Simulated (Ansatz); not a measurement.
What strain does to KZnF3 (cubic perovskite)

KZnF3 built on the cubic perovskite prototype, relaxed with r2SCAN in the plane-wave code Ansatz. It is cubic, Pm-3m (No. 221); a = 4.046 Å in the conventional setting, 13.25 Å³ an atom. K is surrounded by 12 F at 2.86 Å; Zn is surrounded by 6 F at 2.02 Å; F is surrounded by 2 Zn at 2.02 Å and 4 K at 2.86 Å.

The axes x, y and z are those of this cell:
```xyz
5
Lattice="4.0462 0.0000 0.0000 0.0000 4.0462 0.0000 0.0000 0.0000 4.0462" Properties=species:S:1:pos:R:3 pbc="T T T"
K     0.0000    0.0000    0.0000
Zn    2.0231    2.0231    2.0231
F     2.0231    2.0231    0.0000
F     2.0231    0.0000    2.0231
F     0.0000    2.0231    2.0231
```

Unstrained: The PBE gap is indirect, 3.870 eV (R to Γ), below the direct gap of 5.713 eV at Γ. r2SCAN gives an indirect gap of 4.638 eV, from R to Γ; the least direct gap is 6.611 eV at Γ. HSE06 gives an indirect gap of 6.360 eV, from R to Γ; the least direct gap is 8.073 eV at Γ. Meshes: PBE 6×6×6, r2SCAN 6×6×6, HSE06 4×4×4. Strains are changes of length per length, and xy shears are angles. After each strain the atoms were relaxed again with r2SCAN within the symmetry that the strain leaves, so tilts or polar shifts that break it weren't tested; points keep the names that they have in the unstrained zone. No spin polarisation and no zero-point or thermal motion.

Changes of the least gap in eV (an overlap counts as a negative gap):
```tsv
strain	volume change (%)	space group	PBE	r2SCAN	HSE06	energy rise, r2SCAN (meV/atom)
xy shear, engineering strain (angle) -2.0 %	0.0	Cmmm	-0.001	-0.002	-0.002	0.6
uniaxial -5.0 % along z	-5.0	P4/mmm	-0.016	-0.023	+0.022	17.9
epitaxial -2.0 % in the xy plane, free normal strain +1.61 %	-2.4	P4/mmm	-0.046	-0.051	-0.024	5.6
epitaxial -2.5 % in the xy plane, free normal strain +2.05 %	-3.0	P4/mmm	-0.059	-0.066	-0.034	9.0
```

Xy shear, engineering strain (angle) -2.0 %. HSE06: the gap goes from 6.360 to 6.358 eV (-0.002 eV). Stress change with r2SCAN, compression positive: xx +0.01, yy +0.01, zz 0.00, xy +0.74 GPa.

Uniaxial -5.0 % along z, other directions held. HSE06: the gap goes from 6.360 to 6.382 eV (+0.022 eV). Stress change with r2SCAN, compression positive: xx +3.17, yy +3.17, zz +9.46 GPa.

Epitaxial -2.0 % in the xy plane, free normal strain +1.61 %. HSE06: the gap goes from 6.360 to 6.336 eV (-0.024 eV). Stress change with r2SCAN, compression positive: xx +3.53, yy +3.53, zz 0.00 GPa.

Epitaxial -2.5 % in the xy plane, free normal strain +2.05 %. HSE06: the gap goes from 6.360 to 6.326 eV (-0.034 eV). Stress change with r2SCAN, compression positive: xx +4.55, yy +4.55, zz 0.00 GPa.

The meshes of the hybrids are coarse, so their gaps aren't converged to the digits shown.
